Atoms are harder to squeeze together than to pull apart. If the silicon atoms of CoSi₂ are pushed towards some of their cobalt neighbours, the resistance should therefore grow faster than the displacement. The pressure, on the other hand, should hardly change, because the cell keeps its size. The calculation contradicts both expectations: the force grows in proportion to the displacement, and a pressure appears at fixed volume.

CoSi₂ (fluorite type, a = 5.360 Å, 3-atom cell), both Si atoms moved together along Cartesian [010], all else fixed. Ansatz 0.2.0, scalar-relativistic PBE with plane waves and PAW, no spin polarisation, 420 eV cutoff, Gamma-centred 16×16×16 k mesh, 0.15 eV Gaussian smearing. Free energies are relative to the undisplaced cell; pressure is positive in compression.

```tsv
displacement (Å)	energy change (eV a cell)	force along direction (eV/Å summed over the moved atoms)	pressure (GPa)
-0.2	0.231	2.314	3.19
-0.1	0.058	1.155	0.81
0	0.000	0.000	0.01
0.05	0.014	-0.577	0.21
0.15	0.130	-1.734	1.81
```

The undisturbed crystal has space group Fm-3m. The displaced rows have the lower symmetry I4mm, although the cell itself keeps its shape. Magnetism was excluded from the runs, which suits CoSi₂, known as a nonmagnetic metal.

Let $x$ be the displacement, $E$ the energy change, $F$ the force along the direction, summed over the two silicon atoms of the cell, and $P$ the pressure. A straight line through the origin, fitted to all the forces, has a stiffness $K=-F/x$ of 11.56 eV/Å². The parabola $E=Kx^2/2$ then gives every energy to within the last printed digit. Since force is the slope of energy, this agreement shows that the calculation is consistent; what needs explaining is why the line is straight.

The two ends of the table look unequal only because the scan goes further on the negative side. Inversion through a cobalt atom swaps the two silicon atoms and reverses their shift, so both directions must cost the same. The energies bear this out: their ratio between -0.2 and +0.15 Å is 1.78, which is also $(0.2/0.15)^2$. The same symmetry forces the zero at the centre, so it is the rising energy on both sides that shows the site to be stable against this motion.

The geometry explains why the force has no term in $x^2$, and a simple picture of central Co–Si bonds shows how. Each cobalt atom sits in a cube of eight silicon atoms, and the whole cube moves rigidly along one of its edges. Four Co–Si bonds shorten while four lengthen, and no Si–Si or Co–Co distance changes. At -0.2 Å the bonds, all 2.32 Å long at rest, have become 2.21 and 2.44 Å.

To lowest order a bond changes its length by $\pm\delta$, with $\delta=x/\sqrt3$. Let its tension be $T(\delta)=k\delta-g\delta^2$, where $k$ is its stiffness and $g$ expresses that it resists shortening more than stretching. The short bonds push the silicon back and the long ones pull it back, so the restoring force contains the difference of the two tensions:

$$F=-\frac{4}{\sqrt3}\,[T(\delta)-T(-\delta)]=-\frac{8}{3}\,k\,x .$$

The asymmetry $g$ has dropped out. What the short bonds gain in push, the long bonds lose in pull.

Pressure contains the sum of the tensions instead. In $T(\delta)+T(-\delta)=-2g\delta^2$ the ordinary stiffness cancels and the asymmetry remains, as a net outward push that grows with the square of the displacement. The stiffness returns only through geometric terms of the same order and the opposite sign, taken up next. The displacement thus hides the unequal behaviour of the bonds in the force and reveals it in the pressure.

Perfectly symmetric springs, free of tension at rest like the bonds above, show how much this matters. With $g=0$ they give the same straight force line, but the sideways part of the motion makes the eight bonds slightly longer on average, and the stretched bonds, being longer, weigh more in the pressure than the shortened ones, so they pull the crystal inwards. At -0.2 Å such springs would produce a pressure of -1.3 GPa, whereas the calculation gives +3.19 GPa. A parabolic energy is therefore no evidence for springlike bonds.

A Morse bond, which stiffens when shortened and softens when stretched, has the required asymmetry. Its stiffness was taken from the forces and its exponent from the average ratio of pressure to energy in the displaced rows, so its good pressures are no test. The test is whether such unequal bonds still add up to a straight force line. At -0.2 Å the short bonds supply roughly half as much again as the long ones, yet their sum is only about 1 % below the computed force. The test is a mild one, since the pairing removes the leading asymmetry whatever the exponent.

Symmetry still allows a term in $x^3$ in the force, and theory suggests why it stays small here. At larger strains a Morse bond's higher-order terms stiffen the motion, while two effects of similar size soften it: the average lengthening of the bonds moves them to their softer side, and the short bonds, which push hardest, turn away from the line of motion. In this model the three nearly balance and leave a slight softening, whereas the computed force per displacement if anything rises a little. Whether the same balance operates in the real metal, where electrons are shared among many atoms, is not settled by these five points.

The pressure can also be read without any picture of bonds. Rigid motion of silicon against cobalt is one of the crystal's own vibrations, with a frequency of about 10 THz from $K$ and the masses. Let that frequency vary with the cell volume $V$ as $V^{-\gamma}$, where $\gamma$ is called the Grüneisen parameter. Then $K$ varies as $V^{-2\gamma}$, and $x$ stretches with the crystal as $V^{1/3}$, so that

$$E\propto V^{2/3-2\gamma},\qquad P=-\frac{\partial E}{\partial V}=\left(2\gamma-\frac23\right)\frac{E}{V}.$$

Take the row at -0.2 Å. The cell volume is $3\times12.83=38.5$ Å³, and 1 eV/Å³ is 160.2 GPa, so

$$\frac{PV}{E}=\frac{3.19\times38.5}{160.2\times0.231}=3.32,\qquad \gamma=\frac{3.32+0.67}{2}\approx2.0 .$$

With unrounded energies and stresses the other displaced rows give the same value to within 1 %; the table's entries at 0.05 Å carry too few digits to show this. This is a reading of the pressures and not a prediction of them; a scan at a second volume would be the independent test.

In practical terms, a crystal that is 1 % larger in volume should resist this motion about 4 % less. That is how a vibration of this kind drives thermal expansion: the moving atoms press outwards, and by expanding the crystal makes their motion cheaper. The scan covers the range that matters for this, since a single cell vibrating alone at this frequency would have a zero-point spread of only about 0.04 Å, and its thermal spread is expected to stay inside the scan as well. The expansion of the real material adds up all its vibrations, of which this is one.

The separate stresses show how far the bond picture reaches. Lengthening the crystal along the motion also lengthens the displacement and costs energy, so the outward push should be weaker in that direction, by $2E/V$ if $K$ responds alike to stretching along and across the motion. The stresses of the same calculations are indeed weaker along the motion, by 1.791 GPa at -0.2 Å against an estimate of 1.925 GPa. Over all displaced rows the estimate is 7 to 12 % above the computed difference. Central bonds free of tension at rest, springs or Morse alike, are expected to do worse: stretching along the motion also turns the bonds towards it and raises $K$, which doubles the difference to $4E/V$, or 3.85 GPa at -0.2 Å, about twice the computed value. The bond picture therefore illustrates why the force is odd and the pressure even in $x$, but it is not a full account of the restoring force; bond-bending or many-atom terms, or tension in the bonds at rest, must carry part of it.

A zinc blende crystal makes a useful contrast. There each atom has only four neighbours, in a tetrahedron, and no inversion centre. If one sublattice is moved along a bond, a single bond is squeezed head-on with no partner stretched opposite it, so the two directions need not cost the same and the force line may bend. In CoSi₂ every silicon neighbour of a cobalt atom has a partner on the far side, and this pairing keeps the bonds' asymmetry out of the force to lowest order, whatever the direction of motion, while leaving it in the pressure. Zinc blende has that evenness only along special directions such as a cube edge.

The output below lists the stresses and the contributions of short and long bonds row by row.

Printed output of the fit:

```
stiffness from all forces, eV/Å²: 11.56
smallest force per displacement, eV/Å²: 11.54
largest force per displacement, eV/Å²: 11.57
largest miss of the parabola in energy, meV a cell: 0.4542
energy at -0.2 Å over energy at +0.15 Å: 1.777
frequency of the mode, THz: 9.916
zero-point rms displacement of one cell alone at this frequency, Å: 0.04211
mean of pressure rise times volume over energy: 3.331
smallest Grüneisen parameter of the mode: 1.989
largest Grüneisen parameter of the mode: 2.006
shortest Co-Si bond of the scan, Å: 2.212
longest of the eight Co-Si bonds in the scan, Å: 2.442
Stress and pressure in GPa:
   row  across less along  stretch term 2E/V  harmonic springs  Morse bonds  computed pressure
  -0.2              1.791              1.925            -1.283        3.168              3.191
  -0.1             0.4335             0.4812           -0.3208       0.7991             0.8082
   0.0                  0                  0                 0            0           0.004594
  0.05             0.1076             0.1203           -0.0802       0.2002             0.2059
  0.15             0.9876              1.083           -0.7216        1.791              1.806
Size of the restoring force in eV/Å:
   row  short bonds (model)  long bonds (model)  model sum  computed
  -0.2                1.364               0.921      2.285     2.314
  -0.1               0.6334              0.5196      1.153     1.155
   0.0                    0                   0          0         0
  0.05               0.3032              0.2745     0.5778     0.577
  0.15               0.9881              0.7349      1.723     1.734
```
